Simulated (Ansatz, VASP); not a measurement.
# One calculation of NaH, two programs

```
Na H
1.0
     3.01308    0.00000    0.00000
     0.00000    3.01308    0.00000
     0.00000    0.00000    3.01308
Na H
1 1
Direct
  0.00000 0.00000 0.00000
  0.50000 0.50000 0.50000
```

Change from the starting cell: volume scaled by 1.06.

Alike in both runs: task single point; functional PBE; k mesh 9 × 9 × 9; occupations fermi-dirac, width 0.05 eV; no spin polarisation.

|  | VASP | Ansatz |
| --- | --- | --- |
| version | VASP 6.6.1 | Ansatz 0.2.0 |
| potentials or method | VASP PAW PBE potentials, release 64 (Na_pv, H) | Ansatz PAW |
| plane-wave cutoff (eV) | 520 | 420 |
| valence electrons in the cell | 8 | 10 |

|  | VASP | Ansatz | Ansatz less VASP |
| --- | --- | --- | --- |
| gap on the k mesh at the Fermi level (eV) | 1.47 | 1.47 | +0.002 |
| least direct gap on the mesh (eV) | 4.63 | 4.63 | +0.003 |
| pressure (GPa) | -1.1 | -1.1 | +0.04 |

The two sets of potentials don't hold the same shells in valence.

Caveats: an odd mesh through Γ misses points on the zone boundary, where band edges often lie (VASP); odd divisions of the mesh miss points on the zone boundary, where band edges often lie, so the gap on the mesh can be too wide (Ansatz).
